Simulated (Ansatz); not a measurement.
# Li under changes of volume

One of the cells (21.354 Å³/atom); the others are scaled copies at fixed shape and fractional positions:

```
CELL_PARAMETERS angstrom
0.00000 2.20200 2.20200
2.20200 0.00000 2.20200
2.20200 2.20200 0.00000
ATOMIC_POSITIONS crystal
Li 0.00000 0.00000 0.00000
```

This isn't the form of Li at room conditions, which is bcc.

* Program: Ansatz 0.2.0
* Functional: SVWN5
* Potentials or basis: JTH PAW
* Cutoff: 1170 eV (not typed: the program's choice for these potentials)
* k mesh: 10 × 10 × 10
* Occupations: fermi-dirac, width 0.1 eV
* Spin: no spin polarisation

```csv
volume (Å³/atom),energy over the lowest point (meV/atom),pressure (GPa)
20.073,0.00,-0.8
20.500,2.40,-1.0
20.927,5.43,-1.2
21.354,9.04,-1.4
21.781,13.17,-1.6
22.208,17.79,-1.8
22.635,?,?
```

Question: What does the run at 22.635 Å³/atom give?

Answer: Energy over the lowest point 22.83 meV/atom; pressure -2.0 GPa.

Worked out: A Birch-Murnaghan fit of order 3 (a polynomial in V^(-2/3)) to the other rows has no minimum within the range. It gives 22.85 meV/atom at 22.635 Å³/atom, against the run's 22.83, and -dE/dV = -2.0 GPa, against -2.0.

Energies are extrapolated to zero smearing.
